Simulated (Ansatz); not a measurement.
Rh: band structure with PBEsol

Rh:

```
CELL_PARAMETERS angstrom
2.69174 0.00000 0.00000
-1.34587 2.33112 0.00000
0.00000 0.00000 8.79807
ATOMIC_POSITIONS crystal
Rh 0.66667 0.33333 0.75000
Rh 0.00000 0.00000 0.50000
Rh 0.33333 0.66667 0.25000
Rh 0.00000 0.00000 0.00000
```

This isn't the form of Rh at room conditions, which is fcc.

* Program: Ansatz 0.2.0
* Task: band structure
* Functional: PBEsol
* Potentials or basis: Ansatz PAW
* Cutoff: 420 eV (not typed: the program's choice for these potentials)
* k mesh: 11 × 11 × 3
* Occupations: fermi-dirac, width 0.05 eV
* Spin: no spin polarisation
* Path: [["G", "M", "K", "G", "A", "L", "H", "A"], ["L", "M"], ["K", "H"]]
* Points for each segment of the path: 14

```json
{
  "Pressure": "-5.5 GPa",
  "Band gap on the k mesh": "none (metal or under the smearing width)"
}
```

Stress tensor (GPa, compression positive):
```
-4.98  0.00  0.00
 0.00 -4.98  0.00
 0.00  0.00 -6.68
```

Levels at the corners of the path, in eV from the Fermi level:
| point | band 29 | band 30 | band 31 | band 32 | band 33 | band 34 | band 35 | band 36 | band 37 | band 38 |
| --- | --- | --- | --- | --- | --- | --- | --- | --- | --- | --- |
| Γ | -2.73 | -2.63 | -2.63 | -1.43 | -1.43 | -0.84 | -0.84 | -0.34 | -0.34 | 0.43 |
| M | -1.55 | 0.55 | 0.57 | 0.60 | 0.68 | 0.83 | 0.84 | 0.87 | 1.17 | 2.20 |
| K | -1.78 | -1.78 | -0.77 | -0.77 | -0.06 | 0.09 | 0.09 | 0.29 | 6.50 | 6.50 |
| Γ | -2.73 | -2.63 | -2.63 | -1.43 | -1.43 | -0.84 | -0.84 | -0.34 | -0.34 | 0.43 |
| A | -2.85 | -2.85 | -1.20 | -1.20 | -1.13 | -1.13 | -1.13 | -1.13 | 0.08 | 0.08 |
| L | -1.01 | -1.01 | -0.11 | -0.11 | 0.60 | 0.60 | 0.82 | 0.82 | 2.83 | 2.83 |
| H | -1.78 | -1.78 | -1.08 | -1.08 | 0.12 | 0.12 | 0.37 | 0.37 | 6.82 | 6.82 |
| A | -2.85 | -2.85 | -1.20 | -1.20 | -1.13 | -1.13 | -1.13 | -1.13 | 0.08 | 0.08 |
| L | -1.01 | -1.01 | -0.11 | -0.11 | 0.60 | 0.60 | 0.82 | 0.82 | 2.83 | 2.83 |
| M | -1.55 | 0.55 | 0.57 | 0.60 | 0.68 | 0.83 | 0.84 | 0.87 | 1.17 | 2.20 |
| K | -1.78 | -1.78 | -0.77 | -0.77 | -0.06 | 0.09 | 0.09 | 0.29 | 6.50 | 6.50 |
| H | -1.78 | -1.78 | -1.08 | -1.08 | 0.12 | 0.12 | 0.37 | 0.37 | 6.82 | 6.82 |

Wall time 7.6 s on 2 threads of Arm Neoverse V2 (shared host), peak memory 0.41 GiB.

Caveat: the PAW data sets come from PBE, with cores solved anew for the run's functional, which leaves a small shift of forces and pressure.
